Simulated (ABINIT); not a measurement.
SnSe: band structure with SCAN

Crystal: SnSe.

```
Sn Se
1.0
     0.00000    3.01000    3.01000
     3.01000    0.00000    3.01000
     3.01000    3.01000    0.00000
Sn Se
1 1
Direct
  0.00000 0.00000 0.00000
  0.50000 0.50000 0.50000
```

Measurements of this composition are mostly on another form, of space group No. 62.

* Program: ABINIT 10.8.3 (patched build)
* Task: band structure
* Functional: SCAN
* Potentials or basis: JTH PAW PBE v2.0
* Cutoff: 490 eV
* k mesh: 8 × 8 × 8
* Occupations: fermi-dirac, width 0.05 eV
* Spin: no spin polarisation
* Fine-grid cutoff: 979.61 eV

The band gap on the k mesh is 0.49 eV, direct and the valence electrons inside the program's atomic spheres are Sn 11.78; Se 3.94.

Levels at the corners of the path, in eV from the valence-band top:
```
point  band 7  band 8  band 9  band 10  band 11  band 12  band 13  band 14
    Γ   -5.50   -2.63   -2.63    -2.63     4.21     4.21     4.21     6.15
    X   -6.59   -5.94   -4.10    -4.10     3.21     5.31     5.31     6.03
    W   -7.54   -5.16   -5.16    -1.13     1.30     4.85     4.85     7.42
    K   -7.63   -5.52   -3.60    -2.84     3.22     3.47     5.38     5.47
    Γ   -5.50   -2.63   -2.63    -2.63     4.21     4.21     4.21     6.15
    L   -8.70   -2.32   -2.32    -0.10     0.39     1.01     1.01     8.63
    U   -7.63   -5.52   -3.60    -2.84     3.22     3.47     5.38     5.47
    W   -7.54   -5.16   -5.16    -1.13     1.30     4.85     4.85     7.42
    L   -8.70   -2.32   -2.32    -0.10     0.39     1.01     1.01     8.63
    K   -7.63   -5.52   -3.60    -2.84     3.22     3.47     5.38     5.47
```

Run time: 3.7 min on 1 thread of Arm Neoverse V1, with other jobs on the host, peak memory 0.15 GiB.

Caveat: spin-orbit coupling is left out, which moves the levels of the heavy elements. A k mesh can miss the band edges.
